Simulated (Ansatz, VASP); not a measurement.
**Two plane-wave programs on Al**

```
Al
1.0
     2.81246    0.00000    0.00000
    -1.40623    2.43566    0.00000
     0.00000    0.00000    4.86685
Al
2
Direct
  0.60508 0.21016 0.75000
  0.33333 0.66667 0.25000
```

Alike in both runs: task single point; functional PBE; dispersion D3(BJ); k mesh 18 × 18 × 10; occupations gaussian, width 0.15 eV; no spin polarisation.

```csv
,VASP,Ansatz
version,VASP 6.6.1,Ansatz 0.2.0
potentials or method,"VASP PAW PBE potentials, release 64 (Al)","scalar-relativistic, plane waves, PAW"
plane-wave cutoff (eV),520,420
valence electrons in the cell,6,6
```

VASP gave:

| Quantity | Value |
| --- | --- |
| gap on the k mesh at the Fermi level (eV) | none |
| pressure (GPa) | -2.5 |
| largest component of the traceless stress (GPa) | 0.27 |
| rms of the force components (eV/Å) | 0.170 |

Task: What did Ansatz give for the same quantities?

Result: gap on the k mesh at the Fermi level (eV): none; pressure (GPa): -2.5; largest component of the traceless stress (GPa): 0.28; rms of the force components (eV/Å): 0.170.

Atom by atom the forces differ by 0.000 eV/Å (rms over components). A gap of «none» marks a metal or a gap that the smearing closes.

Caveats: pairwise dispersion overbinds metals, which lowers pressure and volume.
